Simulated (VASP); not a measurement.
# Cs (I4/mmm) in VASP: further runs

The runs below take Cs through single point, with PBE.

Everything below comes from runs of VASP 6.6.1. Logs are shortened: lines on timing, memory, paths and dates and some standing lists are left out, and cuts for length are marked.

## Step 1: The crystal as given

It takes space group I4/mmm (No. 139, tetragonal). Conventional cell: a = 5.500 Å, b = 5.500 Å, c = 8.194 Å, α = 90.00°, β = 90.00°, γ = 90.00°.

This isn't the form of Cs at room conditions, which is bcc.

## Step 2: Single point, PBE

The input, INCAR:

```
PREC = Accurate
ENCUT = 350
EDIFF = 1E-6
ISMEAR = 1
SIGMA = 0.15
LREAL = False
LASPH = True
NELM = 100
ALGO = Normal
ISIF = 2
LWAVE = False
LCHARG = False
GGA = PE
NBANDS = 10
ADDGRID = False
```

The input, KPOINTS:

```
regular mesh
0
Gamma
  5 5 5
```

The input, POSCAR:

```
Cs
1.0
   -2.7500754600      2.7500754600      4.0972389800
    2.7500754600     -2.7500754600      4.0972389800
    2.7500754600      2.7500754600     -4.0972389800
Cs
1
Direct
    0.0000000000      0.0000000000      0.0000000000
```

Potentials or basis: VASP PAW PBE potentials, release 64 (Cs_sv).

On the command line:

```sh
$ cat potpaw_PBE.64/Cs_sv/POTCAR > POTCAR
$ mpirun -np 1 vasp_std > vasp.out
```

OUTCAR:

```text
PREC = Accurate
   ENCUT = 350
   EDIFF = 1E-6
   ISMEAR = 1
   LREAL = False
   LASPH = True
   NELM = 100
   ISIF = 2
   GGA = PE

 Found     18 irreducible k-points:

 Following reciprocal coordinates:
            Coordinates               Weight
  0.000000  0.000000  0.000000      1.000000
  0.200000  0.000000  0.000000      8.000000
  0.400000  0.000000  0.000000      8.000000
  0.200000  0.200000  0.000000      8.000000
  0.400000  0.200000  0.000000     16.000000
 -0.400000  0.200000  0.000000     16.000000
   k-points           NKPTS =     18   k-points in BZ     NKDIM =     18   number of bands    NBANDS=     10
   number of dos      NEDOS =    301   number of ions     NIONS =      1
   total plane-waves  NPLWV =  46656
   dimension x,y,z NGX =    36 NGY =   36 NGZ =   36
   dimension x,y,z NGXF=    72 NGYF=   72 NGZF=   72
   ions per type =               1
   NGX,Y,Z   is equivalent  to a cutoff of  10.59, 10.59, 10.59 a.u.
   NGXF,Y,Z  is equivalent  to a cutoff of  21.19, 21.19, 21.19 a.u.
 SYSTEM =  unknown system
   PREC   = accura    normal or accurate (medium, high low for compatibility)
   ISTART =      0    job   : 0-new  1-cont  2-samecut
   ICHARG =      2    charge: 1-file 2-atom 10-const
   ISPIN  =      1    spin polarized calculation?
   LNONCOLLINEAR =      F non collinear calculations
   LSORBIT =      F    spin-orbit coupling
   LASPH  =      T    aspherical Exc in radial PAW
   ENCUT  =  350.0 eV  25.72 Ry    5.07 a.u.   8.62  8.62  8.62*2*pi/ulx,y,z
   NELM   =    100;   NELMIN=  2; NELMDL= -5     # of ELM steps
   EDIFF  = 0.1E-05   stopping-criterion for ELM
   LREAL  =      F    real-space projection
   EDIFFG = 0.1E-04   stopping-criterion for IOM
   NSW    =      0    number of steps for IOM
   IBRION =     -1    ionic relax: 0-MD 1-quasi-New 2-CG
   NFREE  =      0    steps in history (QN), initial steepest desc. (CG)
   ISIF   =      2    stress and relaxation
   ISYM   =      2    0-nonsym 1-usesym 2-fastsym
   POTIM  = 0.5000    time-step for ionic-motion
   TEBEG  =    0.0;   TEEND  =   0.0 temperature during run
   PSTRESS=    0.0 pullay stress
   NELECT =       9.0000    total number of electrons
   NUPDOWN=      -1.0000    fix difference up-down
   EMIN   =  10.00;   EMAX   =-10.00  energy-range for DOS
   EFERMI =   0.00;   METHOD = LEGACY
   ISMEAR =     1;   SIGMA  =   0.15  broadening in eV -4-tet -1-fermi 0-gaus
   EFERMI_NEDOS =   21; number of points for ismear=-14 and -15
   IALGO  =     38    algorithm
   IMIX   =      4    mixing-type and parameters
     AMIX     =   0.40;   BMIX     =  1.00
     AMIX_MAG =   1.60;   BMIX_MAG =  1.00
  volume/ion in A,a.u.               =     123.95       836.44
  Fermi-wavevector in a.u.,A,eV,Ry     =   0.682981  1.290648  6.346621  0.466463
  Thomas-Fermi vector in A             =   1.762213
   LORBIT       =      0    0 simple, 1 ext, 2 COOP (PROOUT), +10 PAW based schemes
   GGA     = PE    functional components
   LHFCALC =     F    Hartree Fock is set to
   AEXX    =    0.0000 exact exchange contribution
   IVDW    =     0    specifies the selected vdW correction
   LEPSILON=     F    determine dielectric tensor
   LRPA    =     F    only Hartree local field effects (RPA)
 non-spin polarized calculation
 Methfessel and Paxton  Order N= 1 SIGMA  =   0.15
  energy-cutoff  :      350.00
  volume of cell :      123.95
 maximum number of plane-waves:      1858
 NGX is ok and might be reduce to    36

 number of electron       9.0000004 magnetization

 Free energy of the ion-electron system (eV)
  ---------------------------------------------------
  ext. energy  EPLUGINS =         0.00000000
  ---------------------------------------------------
  free energy    TOTEN  =        -0.87132312 eV

  energy without entropy =       -0.87440709  energy(sigma->0) =       -0.87235111

 E-fermi :   0.3581     XC(G=0):  -5.2235

 val. band max:        0.3418736632   @ k =  -0.4000   0.4000   0.0000
 cond. band min:       0.5483051401   @ k =   0.4000   0.2000   0.0000
 fundamental gap:      0.2064314769
 Fermi energy:         0.3581313967

 k-point     1 :       0.0000    0.0000    0.0000
  band No.  band energies     occupation
      1     -23.6288      2.00000
      2     -10.3855      2.00000
      3     -10.3834      2.00000
      4     -10.3834      2.00000
      5      -1.3300      2.00000
      6       2.5763     -0.00000
      7       2.7384     -0.00000
      8       2.7384     -0.00000
      9       3.5161      0.00000
     10       3.8377      0.00000

 k-point     2 :       0.2000    0.0000    0.0000
  band No.  band energies     occupation
      1     -23.6274      2.00000
      2     -10.4208      2.00000
      3     -10.3912      2.00000
      4     -10.3870      2.00000
      5      -0.9539      2.00000
      6       2.0954     -0.00000
      7       2.6958     -0.00000
      8       2.8638     -0.00000
      9       3.4424      0.00000
     10       3.6194      0.00000

 k-point     3 :       0.4000    0.0000    0.0000
  band No.  band energies     occupation
      1     -23.6250      2.00000
      2     -10.4789      2.00000
      3     -10.4013      2.00000
      4     -10.3929      2.00000
      5      -0.0422      2.00105
      6       1.2416     -0.00000
      7       2.4793     -0.00000
      8       2.7028     -0.00000
      9       4.1374      0.00000
     10       4.1588      0.00000

 k-point     4 :       0.2000    0.2000    0.0000
  band No.  band energies     occupation
      1     -23.6256      2.00000
      2     -10.4448      2.00000
      3     -10.4137      2.00000
      4     -10.3951      2.00000
      5      -0.3938      2.00000
      6       1.7982     -0.00000
      7       2.1858     -0.00000
      8       2.9509     -0.00000
      9       3.1966     -0.00000
     10       4.2342      0.00000

 k-point     5 :       0.4000    0.2000    0.0000
  band No.  band energies     occupation
      1     -23.6240      2.00000
      2     -10.4747      2.00000
      3     -10.4233      2.00000
      4     -10.4063      2.00000
      5       0.5483     -0.07038
      6       1.0634     -0.00000
      7       2.0008     -0.00000
      8       2.7693     -0.00000
      9       3.8038      0.00000
     10       4.0830      0.00000

 k-point     6 :      -0.4000    0.2000    0.0000
  band No.  band energies     occupation
      1     -23.6246      2.00000
      2     -10.4634      2.00000
      3     -10.4104      2.00000
      4     -10.4084      2.00000
      5      -0.0522      2.00076
      6       1.4945     -0.00000
      7       2.1514     -0.00000
      8       2.8849     -0.00000
      9       3.5015      0.00000
     10       4.3029      0.00000

 [... further k-points ...]

------------------------ aborting loop because EDIFF is reached ----------------------------------------

  FORCE on cell =-STRESS in cart. coord.  units (eV):
  Direction    XX          YY          ZZ          XY          YZ          ZX
  --------------------------------------------------------------------------------------
  -------------------------------------------------------------------------------------
  Total       -0.0972318     -0.0972318     -0.1414467      0.0000000      0.0000000      0.0000000
  in kB       -1.2568358     -1.2568358     -1.8283650      0.0000000      0.0000000      0.0000000
  external PRESSURE =      -1.4473455 kB  Pullay stress =       0.0000000 kB

 VOLUME and BASIS-vectors are now :
 -----------------------------------------------------------------------------
  energy-cutoff  :      350.00
  volume of cell :      123.95
      direct lattice vectors                 reciprocal lattice vectors
    -2.750075460  2.750075460  4.097238980     0.000000000  0.181813193  0.122033399
     2.750075460 -2.750075460  4.097238980     0.181813193  0.000000000  0.122033399
     2.750075460  2.750075460 -4.097238980     0.181813193  0.181813193  0.000000000

 POSITION                                       TOTAL-FORCE (eV/Angst)
 -----------------------------------------------------------------------------------
      0.00000      0.00000      0.00000        -0.000000      0.000000      0.000000
 -----------------------------------------------------------------------------------
    total drift:                               -0.000000      0.000000      0.000000

  FREE ENERGIE OF THE ION-ELECTRON SYSTEM (eV)
  ---------------------------------------------------
  free  energy   TOTEN  =        -0.8713231188 eV

  energy  without entropy=       -0.8744070890  energy(sigma->0) =       -0.87235111
```

stdout:

```text
POSCAR found type information on POSCAR Cs
 POSCAR found :  1 types and       1 ions
 scaLAPACK will be used
 LDA part: xc-table for (Slater+PW92), standard interpolation
 POSCAR, INCAR and KPOINTS ok, starting setup
 FFT: planning ... GRIDC
 FFT: planning ... GRID_SOFT
 FFT: planning ... GRID
 WAVECAR not read
 entering main loop
```

It took 6.3 s on 1 thread of Intel Xeon Platinum 8488C (Sapphire Rapids), shared host; peak memory 0.19 GiB.

The run converged, but some of its settings lie outside the range that counts as converged, so its numbers aren't taken as properties of the crystal.

What came out:

- Free energy: -0.8713 eV
- Pressure: -0.1 GPa
- Band gap on the k mesh: none (metal or under the smearing width)

## Step 3: Single point, PBE

This run uses another cell than the first one, of the same volume but with other edges.

INCAR is that of step 2.

KPOINTS is that of step 2.

The input, POSCAR:

```
Cs
1.0
   -2.6528630000      2.7200140000      3.9488130000
    2.8833600000     -2.6988260000      4.0893020000
    2.7318000000      2.7777640000     -3.9345920000
Cs
1
Direct
    0.0073440000      0.0133040000      0.0001460000
```

Potentials or basis: VASP PAW PBE potentials, release 64 (Cs_sv).

On the command line:

```sh
$ cat potpaw_PBE.64/Cs_sv/POTCAR > POTCAR
$ mpirun -np 1 vasp_std > vasp.out
```

Run time: 17 s. Hardware: 1 thread of Intel Xeon Platinum 8488C (Sapphire Rapids), shared host; peak memory 0.21 GiB.

These settings aren't checked as converged: the numbers below hold their error.

Results:

```
Free energy            : -0.8688 eV
Pressure               : -0.1 GPa
Band gap on the k mesh : none (metal or under the smearing width)
```

## Step 4: For comparison

An earlier run on the cell as given: functional PBE; potentials or basis VASP PAW PBE potentials, release 64 (Cs_sv); cutoff 520 eV; k mesh 7 × 7 × 7; occupations fermi-dirac, width 0.05 eV; no spin polarisation.

- Pressure: -0.1 GPa
- Band gap on the k mesh: none (metal or under the smearing width)
